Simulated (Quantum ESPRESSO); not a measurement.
**InP: equation of state with AM05**

**Experimental background.**

A printed reference work, data compilation reports, for a bulk crystal of InP: bulk modulus 71 GPa.

Crystal: InP.

```xyz
2
Lattice="0.0000 2.9305 2.9305 2.9305 0.0000 2.9305 2.9305 2.9305 0.0000" Properties=species:S:1:pos:R:3 pbc="T T T"
In    0.0000    0.0000    0.0000
P     4.3957    4.3957    4.3957
```

| Property | Result |
| --- | --- |
| Program | Quantum ESPRESSO 7.5 |
| Task | equation of state |
| Functional | AM05 |
| Potentials or basis | PseudoDojo 0.4 FR PBE standard |
| Cutoff | 952 eV |
| Density cutoff | 3810 eV |
| k mesh | 8 × 8 × 8 |
| Occupations | fermi-dirac, width 0.05 eV |
| Spin | spin-orbit coupling, no magnetisation |
| Mixing beta | 0.5 |
| Most SCF iterations | 120 |
| SCF threshold | 4e-10 Ry |

```yaml
Equilibrium_volume: 25.61 Å³/atom
Bulk_modulus: 64 GPa
Pressure_derivative_of_the_bulk_modulus: 4.6
```

Energy against volume, from the lowest point:
```
volume (Å³/atom)  energy (meV/atom)
          23.657              34.71
          24.160              18.38
          24.663               7.53
          25.167               1.57
          25.670               0.00
          26.173               2.35
          26.677               8.20
```

All runs of the series together: 15 min on 1 thread of Intel(R) Xeon(R) Processor @ 2.70GHz, on a shared host.

Measured bulk modulus of InP: 71 GPa (a printed reference work, data compilation). This calculation gives 64 GPa (-9.5 %). The fit is for a static lattice scaled at fixed shape and fixed fractional positions.

Caveat: the potentials were made for another functional, which shifts forces and pressure.
